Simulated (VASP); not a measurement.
# Nb (Im-3m) in VASP: elastic constants with r2SCAN

Aim: the elastic constants of Nb with r2SCAN.

Everything below comes from runs of VASP 6.6.1. Logs are shortened: lines on timing, memory, paths and dates and some standing lists are left out, and cuts for length are marked.

## (1) The crystal as given

It takes space group Im-3m (No. 229, cubic). Conventional cell: a = 3.328 Å, b = 3.328 Å, c = 3.328 Å, α = 90.00°, β = 90.00°, γ = 90.00°. Around Nb (site symmetry m-3m) lie 8 Nb at 2.88 Å.

## (2) Elastic constants, r2SCAN

File POSCAR:

```
Nb
1.0
   -1.6639500000      1.6639500000      1.6639500000
    1.6639500000     -1.6639500000      1.6639500000
    1.6639500000      1.6639500000     -1.6639500000
Nb
1
Direct
    0.0000000000      0.0000000000      0.0000000000
```

File INCAR.step1:

```
SYSTEM = Nb
PREC = Accurate
ENCUT = 600
EDIFF = 1E-8
ISMEAR = 0
SIGMA = 0.1
LREAL = .False.
LASPH = .True.
NELM = 100
ALGO = Normal
ISIF = 3
LWAVE = .False.
LCHARG = .False.
METAGGA = R2SCAN
LMIXTAU = .True.
IBRION = 2
NSW = 40
EDIFFG = -0.002
```

File INCAR.step2:

```
SYSTEM = Nb
PREC = Accurate
ENCUT = 600
EDIFF = 1E-8
ISMEAR = 0
SIGMA = 0.1
LREAL = .False.
LASPH = .True.
NELM = 100
ALGO = Normal
ISIF = 3
LWAVE = .False.
LCHARG = .False.
METAGGA = R2SCAN
LMIXTAU = .True.
IBRION = 6
NFREE = 2
POTIM = 0.015
NSW = 1
```

File KPOINTS:

```
regular mesh
0
Gamma
  13 13 13
  0 0 0
```

Potentials or basis: VASP PAW PBE potentials, release 64 (Nb_sv).

Run with:

```sh
$ cat potpaw_PBE.64/Nb_sv/POTCAR > POTCAR
$ cp INCAR.step1 INCAR
$ mpirun -np 1 vasp_std > vasp.out
$ cp CONTCAR POSCAR
$ cp INCAR.step2 INCAR
$ mpirun -np 1 vasp_std > vasp.out
```

OUTCAR:

```text
SYSTEM = Nb
   PREC = Accurate
   ENCUT = 600
   EDIFF = 1E-8
   ISMEAR = 0
   LREAL = .False.
   LASPH = .True.
   NELM = 100
   ISIF = 3
   METAGGA = R2SCAN
   IBRION = 6
   NFREE = 2
   POTIM = 0.015
   NSW = 1

 ion  position               nearest neighbor table
   1  0.000  0.000  0.000-

  LATTYP: Found a body centered cubic cell.
 ALAT       =     3.2982744087

  Lattice vectors:

 A1 = (  -1.6491372044,   1.6491372044,   1.6491372044)
 A2 = (   1.6491372044,  -1.6491372044,   1.6491372044)
 A3 = (   1.6491372044,   1.6491372044,  -1.6491372044)

Analysis of symmetry for initial positions (statically):
=====================================================================
 Subroutine PRICEL returns:
 Original cell was already a primitive cell.

 Routine SETGRP: Setting up the symmetry group for a
 body centered cubic supercell.

 Subroutine GETGRP returns: Found 48 space group operations
 (whereof 48 operations were pure point group operations)
 out of a pool of 48 trial point group operations.

The static configuration has the point symmetry O_h .

Analysis of symmetry for dynamics (positions and initial velocities):
=====================================================================
 Subroutine PRICEL returns:
 Original cell was already a primitive cell.

 Routine SETGRP: Setting up the symmetry group for a
 body centered cubic supercell.

 Subroutine GETGRP returns: Found 48 space group operations
 (whereof 48 operations were pure point group operations)
 out of a pool of 48 trial point group operations.

The dynamic configuration has the point symmetry O_h .

 Subroutine INISYM returns: Found 48 space group operations
 (whereof 48 operations are pure point group operations),
 and found     1 'primitive' translations

----------------------------------------------------------------------------------------

                                     Primitive cell

  volume of cell :      17.9403

  direct lattice vectors                    reciprocal lattice vectors
    -1.649137204  1.649137204  1.649137204     0.000000000  0.303188842  0.303188842
     1.649137204 -1.649137204  1.649137204     0.303188842  0.000000000  0.303188842
     1.649137204  1.649137204 -1.649137204     0.303188842  0.303188842  0.000000000

  length of vectors
     2.856389427  2.856389427  2.856389427     0.428773773  0.428773773  0.428773773

  position of ions in fractional coordinates (direct lattice)
     0.000000000  0.000000000  0.000000000

  ion indices of the primitive-cell ions
   primitive index   ion index
                 1           1

----------------------------------------------------------------------------------------

 KPOINTS: regular mesh

Automatic generation of k-mesh.
 Grid dimensions read from file:
 generate k-points for:   13   13   13

 Generating k-lattice:

  Cartesian coordinates                     Fractional coordinates (reciprocal lattice)
     0.000000000  0.023322219  0.023322219     0.076923077  0.000000000  0.000000000
     0.023322219  0.000000000  0.023322219     0.000000000  0.076923077  0.000000000
     0.023322219  0.023322219  0.000000000     0.000000000  0.000000000  0.076923077

  Length of vectors
     0.032982598  0.032982598  0.032982598

  Shift w.r.t. Gamma in fractional coordinates (k-lattice)
[... 98 lines left out ...]
  ext. energy  EPLUGINS =         0.00000000
  ---------------------------------------------------
  free energy    TOTEN  =       -24.84939272 eV

  energy without entropy =      -24.84455303  energy(sigma->0) =      -24.84697288

------------------------ aborting loop because EDIFF is reached ----------------------------------------

  FORCE on cell =-STRESS in cart. coord.  units (eV):
  Direction    XX          YY          ZZ          XY          YZ          ZX
  --------------------------------------------------------------------------------------
  -------------------------------------------------------------------------------------
  Total       -0.0006420     -0.0006420     -0.0006420     -0.0000000      0.0000000     -0.0000000
  in kB       -0.0573364     -0.0573364     -0.0573364     -0.0000000      0.0000000     -0.0000000
  external PRESSURE =      -0.0573364 kB  Pullay stress =       0.0000000 kB
[... 86 lines left out ...]
  FREE ENERGIE OF THE ION-ELECTRON SYSTEM (eV)
  ---------------------------------------------------
  free  energy   TOTEN  =       -24.8456761107 eV

  energy  without entropy=      -24.8406519509  energy(sigma->0) =      -24.84316403

[... ionic steps 4 to 12 ...]

--------------------------------------- Ionic step       13  -------------------------------------------

 number of electron      13.0000000 magnetization

------------------------ aborting loop because EDIFF is reached ----------------------------------------
[... 65 lines left out ...]
--------------------------------------- Ionic step       15  -------------------------------------------

 number of electron      13.0000000 magnetization

 Free energy of the ion-electron system (eV)
  ---------------------------------------------------
  ext. energy  EPLUGINS =         0.00000000
  ---------------------------------------------------
  free energy    TOTEN  =       -24.84939255 eV

  energy without entropy =      -24.84455303  energy(sigma->0) =      -24.84697279

 E-fermi :  11.2039     XC(G=0): -13.6475

 val. band max:       11.1598233504   @ k =   0.3077   0.1538   0.1538
 cond. band min:      11.2661742068   @ k =   0.0769   0.0769   0.0000
 fundamental gap:      0.1063508564
 Fermi energy:        11.2038954298

 k-point     1 :       0.0000    0.0000    0.0000
  band No.  band energies     occupation
      1     -44.9457      2.00000
      2     -19.4770      2.00000
      3     -19.4770      2.00000
      4     -19.4770      2.00000
      5       4.9010      2.00000
      6      11.6411      0.00000
      7      11.6411      0.00000
      8      11.6411      0.00000
      9      14.7766      0.00000
     10      14.7766      0.00000
[... 287 lines left out ...]
 k-point    24 :       0.2308    0.0769    0.0769
  band No.  band energies     occupation
      1     -44.7485      2.00000
      2     -20.5262      2.00000
      3     -19.7934      2.00000
      4     -19.5612      2.00000
      5       7.8646      2.00000
      6       9.9235      2.00000
      7      10.6353      2.00000
      8      14.5595      0.00000
      9      15.1198      0.00000
     10      16.2395      0.00000

 [... further k-points ...]

------------------------ aborting loop because EDIFF is reached ----------------------------------------

  FORCE on cell =-STRESS in cart. coord.  units (eV):
  Direction    XX          YY          ZZ          XY          YZ          ZX
  --------------------------------------------------------------------------------------
  -------------------------------------------------------------------------------------
  Total        0.0007656      0.0007656      0.0007656      0.0000000     -0.0000000      0.0000000
  in kB        0.0683756      0.0683756      0.0683756      0.0000000     -0.0000000      0.0000000
  external PRESSURE =       0.0683756 kB  Pullay stress =       0.0000000 kB
[... 16 lines left out ...]
  FREE ENERGIE OF THE ION-ELECTRON SYSTEM (eV)
  ---------------------------------------------------
  free  energy   TOTEN  =       -24.8493925532 eV

  energy  without entropy=      -24.8445530267  energy(sigma->0) =      -24.84697279

 INTERNAL STRAIN TENSORS FROM STRAINED CELLS
 ============================================

 INTERNAL STRAIN TENSOR FOR ION    1 for displacements in x,y,z  (eV/Angst):
          X           Y           Z          XY          YZ          ZX
  --------------------------------------------------------------------------------
  x    -0.00000     0.00000     0.00000     0.00000    -0.00000     0.00000
  y    -0.00000     0.00000    -0.00000     0.00000     0.00000     0.00000
  z     0.00000    -0.00000    -0.00000     0.00000    -0.00000    -0.00000

 INTERNAL STRAIN TENSORS FROM DISPLACED ATOMS
 ============================================

 INTERNAL STRAIN TENSOR FOR ION    1 for displacements in x,y,z  (eV/Angst):
          X           Y           Z          XY          YZ          ZX
  --------------------------------------------------------------------------------
  x     0.00000     0.00000     0.00000     0.00000     0.00000     0.00000
  y     0.00000     0.00000     0.00000     0.00000     0.00000     0.00000
  z     0.00000     0.00000     0.00000     0.00000     0.00000     0.00000

 Eigenvectors and eigenvalues of the dynamical matrix
 ----------------------------------------------------

   1 f/i=    0.000000 THz     0.000000 2PiTHz    0.000000 cm-1     0.000000 meV
             X         Y         Z           dx          dy          dz
      0.000000  0.000000  0.000000     0.000000    0.000000    1.000000

   2 f/i=    0.000000 THz     0.000000 2PiTHz    0.000000 cm-1     0.000000 meV
             X         Y         Z           dx          dy          dz
      0.000000  0.000000  0.000000    -0.947757    0.318992    0.000000

   3 f/i=    0.000000 THz     0.000000 2PiTHz    0.000000 cm-1     0.000000 meV
             X         Y         Z           dx          dy          dz
      0.000000  0.000000  0.000000    -0.318992   -0.947757    0.000000

--------------------------------------------------------------------------------------------------------

 ELASTIC MODULI CONTR FROM IONIC RELAXATION (kBar)
 Direction    XX          YY          ZZ          XY          YZ          ZX
 --------------------------------------------------------------------------------
 XX           0.0000      0.0000      0.0000      0.0000      0.0000      0.0000
 YY           0.0000      0.0000      0.0000      0.0000      0.0000      0.0000
 ZZ           0.0000      0.0000      0.0000      0.0000      0.0000      0.0000
 XY           0.0000      0.0000      0.0000      0.0000      0.0000      0.0000
 YZ           0.0000      0.0000      0.0000      0.0000      0.0000      0.0000
 ZX           0.0000      0.0000      0.0000      0.0000      0.0000      0.0000
 --------------------------------------------------------------------------------

 TOTAL ELASTIC MODULI (kBar)
 Direction    XX          YY          ZZ          XY          YZ          ZX
 --------------------------------------------------------------------------------
 XX        2814.3994   1217.5251   1217.5251      0.0000     -0.0000      0.0000
 YY        1217.5251   2814.3994   1217.5251     -0.0000     -0.0000      0.0000
 ZZ        1217.5251   1217.5251   2814.3994      0.0000      0.0000      0.0000
 XY           0.0000     -0.0000      0.0000    222.2425      0.0000      0.0000
 YZ          -0.0000     -0.0000      0.0000      0.0000    222.2425      0.0000
 ZX           0.0000      0.0000      0.0000      0.0000      0.0000    222.2425
 --------------------------------------------------------------------------------
```

Run time: 32 min. Hardware: 1 thread of Intel Xeon Platinum 8488C (Sapphire Rapids), shared host; peak memory 0.37 GiB.

What came out:

| Item | Value |
| --- | --- |
| Relaxed volume | 17.94 Å³/atom |
| Relaxed cell | a = 2.856 Å, b = 2.856 Å, c = 2.856 Å, α = 109.47°, β = 109.47°, γ = 109.47° |
| Space group after relaxing (to 0.05 Å) | Im-3m (No. 229) |
| Elastic constants C11, C12, C44 | 281, 122, 22 GPa |
| Voigt bulk modulus | 175 GPa |

Step by step:
| step | energy change (eV) | largest force (eV/Å) | pressure (GPa) | volume (Å³) |
| --- | --- | --- | --- | --- |
| 1 | 0.0000 | 0.0000 | -4.45 | 18.43 |
| 2 | 0.0167 | 0.0000 | 9.35 | 17.10 |
| 3 | -0.0069 | 0.0000 | -0.07 | 17.95 |
| 4 | -0.0069 | 0.0000 | 0.03 | 17.94 |
| 5 | -0.0069 | 0.0000 | -0.04 | 17.94 |
| 6 | -0.0069 | 0.0000 | 0.01 | 17.94 |

Final structure:
```yaml
crystal:
  lattice:
    - [-1.64914, 1.64914, 1.64914]
    - [1.64914, -1.64914, 1.64914]
    - [1.64914, 1.64914, -1.64914]
  atoms:
    - { symbol: Nb, position: [0.00000, 0.00000, 0.00000] }
```

Elastic tensor in Voigt notation (GPa, in the Cartesian axes of the cell as first typed):
```
281 122 122   0   0   0
122 281 122   0   0   0
122 122 281   0   0   0
  0   0   0  22   0   0
  0   0   0   0  22   0
  0   0   0   0   0  22
```

Clamped-ion elastic tensor (GPa):
```
281 122 122   0   0   0
122 281 122   0   0   0
122 122 281   0   0   0
  0   0   0  22   0   0
  0   0   0   0  22   0
  0   0   0   0   0  22
```

Caveat: the PAW data sets were made with another functional, which shifts forces and pressure a little.
